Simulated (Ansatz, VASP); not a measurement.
**GaAs5 in VASP and in Ansatz**

INCAR

```
SYSTEM = GaAs5
PREC = Accurate
ENCUT = 520
EDIFF = 1E-6
ISMEAR = 0
SIGMA = 0.1
LREAL = .False.
LASPH = .True.
NELM = 80
ALGO = Normal
ISIF = 2
LWAVE = .False.
LCHARG = .False.
GGA = PE
NBANDS = 28
```

File KPOINTS:

```
Automatic mesh
0
Gamma
  4 4 4
  0 0 0
```

The input POSCAR:

```
GaAs5
1.0
    5.1264613500      0.0000000000      0.0000000000
    0.0000000000      5.1264613500      0.0000000000
    0.0000000000      0.0000000000      5.7855061500
Ga As
1 5
Direct
    0.0000000000      0.0000000000      0.0000000000
    0.2449285400      0.2449285400      0.0000000000
    0.7550714600      0.7550714600      0.0000000000
    0.2449285400      0.7550714600      0.0000000000
    0.7550714600      0.2449285400      0.0000000000
    0.0000000000      0.0000000000      0.5000000000
```

Input for Ansatz:

```yaml
crystal:
  lattice:
    - [5.12646135, 0.0, 0.0]
    - [0.0, 5.12646135, 0.0]
    - [0.0, 0.0, 5.78550615]
  atoms:
    - { symbol: Ga, position: [0.0, 0.0, 0.0] }
    - { symbol: As, position: [0.24492854, 0.24492854, 0.0] }
    - { symbol: As, position: [0.75507146, 0.75507146, 0.0] }
    - { symbol: As, position: [0.24492854, 0.75507146, 0.0] }
    - { symbol: As, position: [0.75507146, 0.24492854, 0.0] }
    - { symbol: As, position: [0.0, 0.0, 0.5] }
basis:
  ecutwfc: 420
kpoints:
  mp_grid: { grid: [4, 4, 4] }
hamiltonian:
  xc: pbe
scf:
  occupations: { method: gaussian, width: 0.1 }
  lower_state_search: "off"
output:
  forces: true
  stress: true
  eigenvalues: true
```

Alike in both runs: task single point; functional PBE; k mesh 4 × 4 × 4; occupations gaussian, width 0.1 eV; no spin polarisation.

|  | VASP | Ansatz |
| --- | --- | --- |
| version | VASP 6.6.1 | Ansatz 0.2.0 |
| potentials or method | VASP PAW PBE potentials, release 64 (Ga_d, As) | scalar-relativistic, plane waves, PAW |
| plane-wave cutoff (eV) | 520 | 420 |
| valence electrons in the cell | 38 | 88 |

VASP gave:

```
gap on the k mesh at the Fermi level (eV) : none
rms of the force components (eV/Å)        : 10.676
```

Q: What did Ansatz give for the same quantities?

A: gap on the k mesh at the Fermi level (eV): none; rms of the force components (eV/Å): 10.311.

Atom by atom the forces differ by 0.365 eV/Å (rms over components). A gap of «none» marks a metal or a gap that the smearing closes. The two sets of potentials don't hold the same shells in valence.

Caveats: forces of over 1 eV/Å show positions far from the minimum, so gaps and moduli don't describe the material at rest.
